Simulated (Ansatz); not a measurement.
What a strained In₂O₃ layer does to its nuclei

Cell: a structure deposited in the COD, ions relaxed with PBE at fixed cell.

```
CELL_PARAMETERS angstrom
2.74350 1.58396 4.83667
-2.74350 1.58396 4.83667
0.00000 -3.16792 4.83667
ATOMIC_POSITIONS crystal
In 0.35792 0.35792 0.35792
In 0.14208 0.14208 0.14208
In 0.64208 0.64208 0.64208
In 0.85792 0.85792 0.85792
O 0.54592 0.95408 0.25000
O 0.25000 0.54592 0.95408
O 0.95408 0.25000 0.54592
O 0.45408 0.04592 0.75000
O 0.75000 0.45408 0.04592
O 0.04592 0.75000 0.45408
```

Atoms are numbered from 1 in the order listed; like atoms form one site, named after its first atom.

Level of theory: DFT, PBE, plane waves and PAW, scalar-relativistic, 420 eV cutoff, Γ-centred 7×7×7 k-points, Fermi–Dirac smearing 0.02 eV (Ansatz 0.2.0).

The cell is stretched along z (the third Cartesian axis of the run's cell), x and y held, and the ions relax again each time.

```
strain along z (%)  In: V along z (10²¹ V/m²)  O: V along z (10²¹ V/m²)
                -3                       6.39                     -2.23
                -2                       5.84                     -2.02
                -1                          ?                         ?
                 0                       4.81                     -1.58
                +1                       4.27                     -1.35
                +2                       3.77                     -1.13
                +3                       3.29                     -0.90
```

(1) Estimate the row at -1 % from the others.

Answers

(1) In: 5.34; O: -1.80. Worked for In: a straight line through the other 6 rows has a slope of -0.517 × 10²¹ V/m² per per cent of strain and gives 5.33 at -1 %, against 5.34 from the run, so the response is nearly linear here. For ¹¹⁵In that is −9.6 MHz of C_Q per per cent. Worked for O: a straight line through the other 6 rows has a slope of 0.222 × 10²¹ V/m² per per cent of strain and gives -1.79 at -1 %, against -1.80 from the run, so the response is nearly linear here.

At this cell the PBE pressure is 8 GPa, so with PBE the cell would grow if it were relaxed. Without spin–orbit coupling (the program notes it for In) the gradients are little affected as a rule: paired runs on crystals with a gap mostly move them by under 2 % at such atoms.
